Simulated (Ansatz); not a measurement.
LiI (rock salt) was relaxed and computed twice in Ansatz (plane waves, PAW), once with HSE06 and once with PBEsol.

```json
[
 {"": "cell", "run 1": "a = 5.9022 Å, b = 5.9022 Å, c = 5.9022 Å, α = 90.00°, β = 90.00°, γ = 90.00°", "run 2": "a = 5.987 Å, b = 5.987 Å, c = 5.987 Å, α = 90.00°, β = 90.00°, γ = 90.00°"},
 {"": "gap (eV)", "run 1": "4.31", "run 2": "5.31"},
 {"": "B₀ by P(V) fit (GPa)", "run 1": "22.6", "run 2": "20.6"}
]
```

Which run used which functional?

Run 1 is PBEsol, run 2 is HSE06.

All cells were relaxed under the symmetry of their starts (and spin orders); stability against distortions was not tested throughout. Scalar-relativistic: spin–orbit coupling is off unless named, which matters more the heavier the elements.

Potentials: the later of the program's two PAW sets.

Ansatz (a program for electronic structure) is a plane-wave DFT program.
